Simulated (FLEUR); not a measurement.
# TiAl: single point with PBEsol

TiAl:

```
Ti Al
1.0
     2.86726    0.00000    0.00000
    -1.43363    2.48312    0.00000
     0.00000    0.00000    4.67808
Ti Al
1 1
Direct
  0.00000 0.00000 0.00000
  0.33333 0.66667 0.50000
```

The cell comes from a database or a generator and needn't be the stable form of this composition.

* Program: FLEUR MaX-R8.1 (later development tree)
* Task: single point
* Functional: PBEsol
* Potentials or basis: all-electron
* Basis: FLAPW
* Kmax: 4.3 1/bohr
* k mesh: 11 × 11 × 6
* Occupations: fermi-dirac, width 0.05 eV
* Spin: no spin polarisation
* Gmax: 13.3 1/bohr
* Muffin-tin radii: Ti 2.43, Al 2.28 bohr
* lmax: Ti 10, Al 9
* lnonsphr: Ti 10, Al 9
* Local orbitals a species: Ti 5, Al 4
* Max iterations: 60
* Mixing factor: 0.05
* Mixer: Anderson
* Mixer history: 15
* Density convergence: 1e-05 me/bohr^3

- Band gap on the k mesh: none (metal or under the smearing width)
- Valence electrons inside the program's atomic spheres: Ti 10.43; Al 9.41 (radii Ti 2.43, Al 2.28 bohr)

Levels at points of the mesh, in eV from the Fermi level:
| k point | band 8 | band 9 | band 10 | band 11 | band 12 | band 13 | band 14 | band 15 |
| --- | --- | --- | --- | --- | --- | --- | --- | --- |
| (0.00, 0.00, 0.00) | -32.26 | -8.89 | -2.28 | -1.80 | 1.30 | 1.30 | 2.79 | 2.79 |
| (0.00, 0.00, 0.50) | -32.26 | -7.99 | -5.25 | -0.41 | 1.31 | 1.31 | 2.71 | 2.71 |

Core levels (eV from the Fermi level):
```
atom                                                   levels
1 Ti  1s1/2 -4855.8, 2s1/2 -530.0, 2p1/2 -441.5, 2p3/2 -435.8
2 Al                                            1s1/2 -1501.8
```

Wall time 2.2 min on 1 thread of Arm Neoverse V2, with other jobs on the host, peak memory 0.08 GiB.
